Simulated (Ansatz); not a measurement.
Bands of BP

```xyz
2
Lattice="3.0096 0.0000 0.0000 -1.5048 2.6064 0.0000 0.0000 0.0000 2.6618" Properties=species:S:1:pos:R:3 pbc="T T T"
B     0.0000    0.0000    0.0000
P     0.0000    1.7376    1.3309
```

Atom numbers follow the list: B1, P2.

The conventional cell has a = 3.010 Å, b = 3.010 Å, c = 2.662 Å, α = 90.00°, β = 90.00°, γ = 120.00°. B (atom 1) has 6 P at 2.19 Å as nearest neighbours. P (atom 2) has 6 B at 2.19 Å as nearest neighbours.

The structure comes from a relaxation in the same program, started in the WC type, and has space group P-6m2. Whether it is a known phase or the ground state wasn't checked.

Level of theory: DFT, PBE, all-electron LAPW, scalar-relativistic in Ansatz 0.2.0.

Settings: a Γ-centred 13×13×11 k mesh, Fermi–Dirac smearing of 0.08 eV, basis error target 0.5 meV/atom, no spin polarisation.

Points in fractions of the reciprocal vectors of this cell: Γ (0, 0, 0), M (0.5, 0, 0), K (0.333, 0.333, 0), A (0, 0, 0.5), L (0.5, 0, 0.5), H (0.333, 0.333, 0.5). The path joins them by straight lines in the order Γ–M–K–Γ–A–L–H–A–L; legs that retrace an earlier one aren't tabulated. Energies are in eV from the Fermi level.

Problem. Is there a gap?

Solution. none: bands cross the Fermi level, a metal.

Problem. List the levels between -20 and 4 eV at the symmetry points.

Solution. 
Γ: -16.70, -0.70 (×2), -0.42
M: -13.04, -10.39, -3.55, 1.31, 2.65
K: -12.15, -9.83, -7.72, 3.76
A: -12.81, -10.96, 3.17 (×2), 3.64 (×2)
L: -8.85, -7.76, -6.60, -4.85, 0.94, 1.25
H: -7.50, -7.03, -6.74, -4.28, -3.11, -2.51
